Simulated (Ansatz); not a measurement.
What strain does to MgO (CsCl type)

MgO built on the CsCl prototype, relaxed with r2SCAN in Ansatz 0.2.0. Space group Pm-3m (No. 221), cubic; conventional cell a = 2.623 Å, 9.03 Å³ an atom. Mg is surrounded by 8 O at 2.27 Å; O is surrounded by 8 Mg at 2.27 Å.

The axes x, y and z are those of this cell:
```
CELL_PARAMETERS angstrom
2.62335 0.00000 0.00000
0.00000 2.62335 0.00000
0.00000 0.00000 2.62335
ATOMIC_POSITIONS crystal
Mg 0.00000 0.00000 0.00000
O 0.50000 0.50000 0.50000
```

Unstrained: With PBE the valence top lies at M and the conduction bottom at Γ, 2.640 eV higher; the smallest vertical gap, at Γ, is 3.656 eV. r2SCAN gives an indirect gap of 3.492 eV, from M to Γ; the least direct gap is 4.546 eV at Γ. The HSE06 gap is indirect, 4.196 eV (M to Γ), below the direct gap of 5.293 eV at Γ. Meshes: PBE 10×10×10, r2SCAN 10×10×10, HSE06 6×6×6. Strains are changes of length per length, and xy shears are angles. After each strain the atoms were relaxed again with r2SCAN within the symmetry that the strain leaves, so tilts or polar shifts that break it weren't tested; points keep the names that they have in the unstrained zone. One strained cell lies below the unstrained one, which is therefore a saddle: all changes count from an unstable reference. Simulation only: spin-unpolarised, and no claim that this is the phase found in nature.

Changes of the least gap in eV (an overlap counts as a negative gap):
```json
{"strain": "epitaxial -0.85 % in the xy plane, free normal strain -0.19 %", "volume change (%)": "-1.9", "space group": "P4/mmm", "PBE": "+0.154", "r2SCAN": "+0.162", "HSE06": "+0.177", "energy rise, r2SCAN (meV/atom)": "2.2"}
{"strain": "uniaxial +5.73 % along z", "volume change (%)": "+5.7", "space group": "P4/mmm", "PBE": "-0.803", "r2SCAN": "-0.840", "HSE06": "-0.860", "energy rise, r2SCAN (meV/atom)": "52.4"}
{"strain": "xy shear, engineering strain (angle) +4.44 %", "volume change (%)": "0.0", "space group": "Cmmm", "PBE": "+0.017", "r2SCAN": "+0.016", "HSE06": "+0.018", "energy rise, r2SCAN (meV/atom)": "-3.4"}
```

Epitaxial -0.85 % in the xy plane, free normal strain -0.19 %. HSE06: the gap goes from 4.196 to 4.373 eV (+0.177 eV). Stress change with r2SCAN, compression positive: xx +4.72, yy +4.72, zz -0.05 GPa.

Uniaxial +5.73 % along z, other directions held. HSE06: the gap goes from 4.196 to 3.336 eV (-0.860 eV). Stress change with r2SCAN, compression positive: xx +4.35, yy +4.35, zz -30.99 GPa.

Xy shear, engineering strain (angle) +4.44 %. HSE06: the gap goes from 4.196 to 4.214 eV (+0.018 eV). Stress change with r2SCAN, compression positive: xx +0.28, yy +0.28, zz +0.13, xy +2.71 GPa.

The meshes of the hybrids are coarse, so their gaps aren't converged to the digits shown.
